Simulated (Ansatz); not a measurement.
A run of Ansatz 0.2.0 is set up as follows.

File input.yaml:

```yaml
crystal:
  lattice:
    - [1.4867, 0.8583466452, 5.7]
    - [-1.4867, 0.8583466452, 5.7]
    - [0.0, -1.7166932904, 5.7]
  atoms:
    - { symbol: Cu, position: [0.0, 0.0, 0.0], spin: 0.6 }
    - { symbol: Cr, position: [0.5, 0.5, 0.5], spin: 3.0 }
    - { symbol: O, position: [0.89208, 0.89208, 0.89208] }
    - { symbol: O, position: [0.10792, 0.10792, 0.10792] }
kpoints:
  mp_grid: { grid: [10, 10, 10] }
scf:
  occupations: { method: fermi_dirac, width: 0.05 }
hamiltonian:
  xc: pbesol
  pseudopotentials: { kind: all_electron, lapw: { basis_error: 0.002 } }
magnetization:
  spin_polarized: true
output:
  forces: true
  stress: true
relax:
  f_tol: 0.005
  max_steps: 60
  cell: { p_target: 30 }
```

Potentials or basis: all-electron LAPW, scalar-relativistic.

The run is started by

```bash
$ ansatz run input.yaml --threads 4 --pin off --max-ram 12288MiB --backend cpu --events-out ev --progress --plain --runs-dir out
```

(1) What does it give for the site moments?

(2) Predict the relaxed cell.

## Answers

(1) Cu +0.04; Cr +2.38; O +0.04 μB.

(2) a = 5.827 Å, b = 5.827 Å, c = 5.827 Å, α = 27.54°, β = 27.54°, γ = 27.54°.
